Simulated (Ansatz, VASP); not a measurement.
Ti in VASP and in Ansatz

INCAR

```
SYSTEM = Ti
  PREC = Accurate
  ENCUT = 520
  EDIFF = 1E-6
  ISMEAR = -1
  SIGMA = 0.05
  LREAL = .FALSE.
  LASPH = .TRUE.
  NELM = 80
  ALGO = Normal
  ISIF = 2
  LWAVE = .FALSE.
  LCHARG = .TRUE.
  GGA = PS
  LELF = .TRUE.
  LVHAR = .TRUE.
  NBANDS = 19
```

The input KPOINTS:

```
regular mesh
0
G
  10 10 6
  0 0 0
```

Contents of POSCAR:

```
Ti
1.0
    2.9888202413      0.0000000000      0.0000000000
   -1.4944101206      2.5883942563      0.0000000000
    0.0000000000      0.0000000000      4.7415860099
Ti
2
Direct
    0.6666666667      0.3333333333      0.7500000000
    0.3333333333      0.6666666667      0.2500000000
```

The input input.yaml:

```yaml
crystal:
  lattice:
    - [2.9888202413, 0.0, 0.0]
    - [-1.4944101206, 2.5883942563, 0.0]
    - [0.0, 0.0, 4.7415860099]
  atoms:
    - { symbol: Ti, position: [0.6666666667, 0.3333333333, 0.75] }
    - { symbol: Ti, position: [0.3333333333, 0.6666666667, 0.25] }
kpoints:
  mp_grid: { grid: [10, 10, 6] }
scf:
  occupations: { method: fermi_dirac, width: 0.05 }
hamiltonian:
  xc: pbesol
  pseudopotentials: { kind: all_electron, lapw: { basis_error: 0.0005 } }
output:
  forces: true
  stress: true
  eigenvalues: true
```

Change from the starting cell: volume scaled by 1.04.

Alike in both runs: task single point; functional PBEsol; k mesh 10 × 10 × 6; occupations fermi-dirac, width 0.05 eV; no spin polarisation.

|  | VASP | Ansatz |
| --- | --- | --- |
| version | VASP 6.6.1 | Ansatz 0.2.0 |
| potentials or method | VASP PAW PBE potentials, release 64 (Ti_sv) | all-electron LAPW, scalar-relativistic |
| plane-wave cutoff (eV) | 520 | see its input |

Ansatz gave:

| Item | Value |
| --- | --- |
| gap on the k mesh at the Fermi level (eV) | none |
| pressure (GPa) | -9.3 |
| largest component of the traceless stress (GPa) | 0.34 |

Q: What did VASP give for the same quantities?

A: gap on the k mesh at the Fermi level (eV): none; pressure (GPa): -9.4; largest component of the traceless stress (GPa): 0.34.

A gap of «none» marks a metal or a gap that the smearing closes. Ansatz ran all-electron here, so the differences hold the error of VASP's frozen core and of both bases.

Caveats: the PAW data sets were made with another functional, which shifts forces and pressure a little (VASP).
